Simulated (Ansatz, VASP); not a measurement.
# Two plane-wave programs on As

File INCAR:

```
ALGO     = Normal         # electronic algorithm
EDIFF    = 1E-7           # SCF threshold, eV
ENCUT    = 520            # plane-wave cutoff, eV
GGA      = PE             # functional
ISIF     = 2              # what is computed and relaxed
ISMEAR   = 0              # smearing method
LASPH    = T              # aspherical terms in the spheres
LCHARG   = T              # write CHGCAR
LELF     = T              # ELF
LREAL    = F              # projectors in reciprocal space
LVHAR    = T            
LWAVE    = F              # write WAVECAR
NBANDS   = 8              # bands
NELM     = 80             # most SCF steps
PREC     = Accurate       # precision mode
SIGMA    = 0.014          # smearing width, eV
```

KPOINTS

```
k-points
0
Gamma
  10 10 10
```

Contents of POSCAR:

```
As
1.0
    2.7036817444      0.0000000000      0.0000000000
    0.0000000000      2.7036817444      0.0000000000
    0.0000000000      0.0000000000      2.7036817444
As
1
Direct
    0.5000000000      0.5000000000      0.5000000000
```

Contents of input.yaml:

```yaml
crystal:
  lattice:
    - [2.7036817444, 0.0, 0.0]
    - [0.0, 2.7036817444, 0.0]
    - [0.0, 0.0, 2.7036817444]
  atoms:
    - { symbol: As, position: [0.5, 0.5, 0.5] }
hamiltonian:
  xc: pbe
  pseudopotentials: { kind: paw }
kpoints:
  mp_grid: { grid: [10, 10, 10] }
scf:
  occupations: { method: gaussian, width: 0.014 }
output:
  forces: true
  stress: true
  eigenvalues: true
  write_density: true
  write_potential: true
  elf: true
  volumetric_format: npy
```

This isn't the form of As at room conditions, which is rhombohedral.

Alike in both runs: task single point; functional PBE; k mesh 10 × 10 × 10; occupations gaussian, width 0.014 eV; no spin polarisation.

|  | VASP | Ansatz |
| --- | --- | --- |
| version | VASP 6.6.1 | Ansatz 0.2.0 |
| potentials or method | VASP PAW PBE potentials, release 64 (As) | Ansatz PAW |
| plane-wave cutoff (eV) | 520 | 420 |
| valence electrons in the cell | 5 | 15 |

```csv
,VASP,Ansatz,Ansatz less VASP
gap on the k mesh at the Fermi level (eV),none,none,-
pressure (GPa),2.5,2.3,-0.20
```

A gap of «none» marks a metal or a gap that the smearing closes. The two sets of potentials don't hold the same shells in valence.
